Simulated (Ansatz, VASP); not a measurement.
## One calculation of Mg2Te, two programs

File INCAR:

```
SYSTEM = Mg2Te
PREC     = Accurate       ! precision mode
ENCUT    = 520            ! plane-wave cutoff, eV
EDIFF    = 1E-6           ! SCF threshold, eV
ISMEAR   = -5             ! smearing method
SIGMA    = 0.1            ! smearing width, eV
LREAL    = .FALSE.        ! projectors in reciprocal space
LASPH    = .TRUE.         ! aspherical terms in the spheres
NELM     = 80             ! most SCF steps
ALGO     = Normal         ! electronic algorithm
ISIF     = 2              ! what is computed and relaxed
LWAVE    = .FALSE.        ! write WAVECAR
LCHARG   = .TRUE.         ! write CHGCAR
GGA      = RP             ! functional
LELF     = .TRUE.         ! ELF
LVHAR    = .TRUE.       
NBANDS   = 12             ! bands
```

Contents of KPOINTS:

```
regular mesh
0
G
  4 4 4
  0 0 0
```

The input POSCAR:

```
Mg2Te
1.0
   -2.1393600000      2.1393600000      5.2824880000
    2.1393600000     -2.1393600000      5.2824880000
    2.1393600000      2.1393600000     -5.2824880000
Mg Te
2 1
Direct
    0.5000000000      0.5000000000      0.0000000000
    0.7500000000      0.2500000000      0.5000000000
    0.0000000000      0.0000000000      0.0000000000
```

Input for Ansatz:

```yaml
crystal:
  lattice:
    - [-2.13936, 2.13936, 5.282488]
    - [2.13936, -2.13936, 5.282488]
    - [2.13936, 2.13936, -5.282488]
  atoms:
    - { symbol: Mg, position: [0.5, 0.5, 0.0] }
    - { symbol: Mg, position: [0.75, 0.25, 0.5] }
    - { symbol: Te, position: [0.0, 0.0, 0.0] }
basis:
  ecutwfc: 420
kpoints:
  mp_grid: { grid: [4, 4, 4] }
hamiltonian:
  xc: rpbe
  dispersion: none
scf:
  occupations: { method: tetrahedron }
  n_extra_bands: 12
output:
  forces: true
  stress: true
  eigenvalues: true
```

Alike in both runs: task single point; functional RPBE; k mesh 4 × 4 × 4; occupations tetrahedron; no spin polarisation.

```csv
,VASP,Ansatz
version,VASP 6.6.1,Ansatz 0.2.0
potentials or method,"VASP PAW PBE potentials, release 64 (Mg, Te)","scalar-relativistic, plane waves, PAW"
plane-wave cutoff (eV),520,420
valence electrons in the cell,10,36
```

Ansatz gave:

* gap on the k mesh at the Fermi level (eV): none
* pressure (GPa): -1.2
* largest component of the traceless stress (GPa): 0.59

Q: Estimate VASP's values.

A: gap on the k mesh at the Fermi level (eV): none; pressure (GPa): -1.3; largest component of the traceless stress (GPa): 0.57.

A gap of «none» marks a metal or a gap that the smearing closes. With one functional, cell and mesh, what is left measures potentials, basis and numerics. The two sets of potentials don't hold the same shells in valence. Ansatz warned: «band_table_not_solved_further».

Caveats: the k mesh is coarse (spacing up to 0.52 Å⁻¹), so the values aren't converged; the PAW data sets were made with another functional, which shifts forces and pressure a little (VASP); tetrahedron occupations give inexact forces and stress in metals. The runs have no spin-orbit coupling, so splittings on Te are missing.
